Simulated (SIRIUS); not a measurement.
Ta:

```xyz
2
Lattice="2.9004 0.0000 0.0000 -1.4502 2.5118 0.0000 0.0000 0.0000 5.1663" Properties=species:S:1:pos:R:3 pbc="T T T"
Ta    0.0000    1.6745    1.2916
Ta    1.4502    0.8373    3.8747
```

This isn't the form of Ta at room conditions, which is bcc.

| Property | Result |
| --- | --- |
| Program | SIRIUS 7.10.0 |
| Task | relaxation of cell and atoms |
| Functional | PBEsol |
| Dispersion | D3 |
| Potentials or basis | PseudoDojo 0.4.1 PBE standard (scalar relativistic) |
| Cutoff | 807 eV |
| Density cutoff | 3227 eV |
| k mesh | 6 × 6 × 3 |
| Occupations | fermi-dirac, width 0.05 eV |
| Spin | no spin polarisation |

At the start: pressure -12.1 GPa; volume 18.82 Å³/atom.

Where does the relaxation end?

Over 7 steps the energy falls by 50.2 meV/atom and the volume is 17.59 Å³/atom (-6.5 %); space group P6_3/mmc (No. 194, to 0.05 Å).

Step by step:
```
step  energy change (eV)  largest force (eV/Å)  pressure (GPa)  volume (Å³)
   1              0.0000                0.0000          -12.07        37.64
   2             -0.0681                0.0000           -7.04        36.51
   3             -0.0993                0.0000            0.50        35.08
   4             -0.0996                0.0000            0.08        35.16
   5             -0.1001                0.0000           -0.27        35.22
   6             -0.1003                0.0000           -0.24        35.22
   7             -0.1004                0.0000           -0.06        35.19
```

Final structure:
```cif
data_structure
_symmetry_space_group_name_H-M 'P 1'
_symmetry_Int_Tables_number 1
_cell_length_a 2.8234
_cell_length_b 2.8234
_cell_length_c 5.0968
_cell_angle_alpha 90.000
_cell_angle_beta 90.000
_cell_angle_gamma 120.000
_cell_volume 35.19
loop_
_atom_site_label
_atom_site_type_symbol
_atom_site_fract_x
_atom_site_fract_y
_atom_site_fract_z
_atom_site_occupancy
Ta1 Ta 0.33333 0.66667 0.25000 1
Ta2 Ta 0.66667 0.33333 0.75000 1
```

Caveat: the k mesh is coarse (spacing up to 0.42 Å⁻¹), so the values aren't converged; the potentials were made for another functional, which shifts forces and pressure; pairwise dispersion overbinds metals, which lowers pressure and volume.
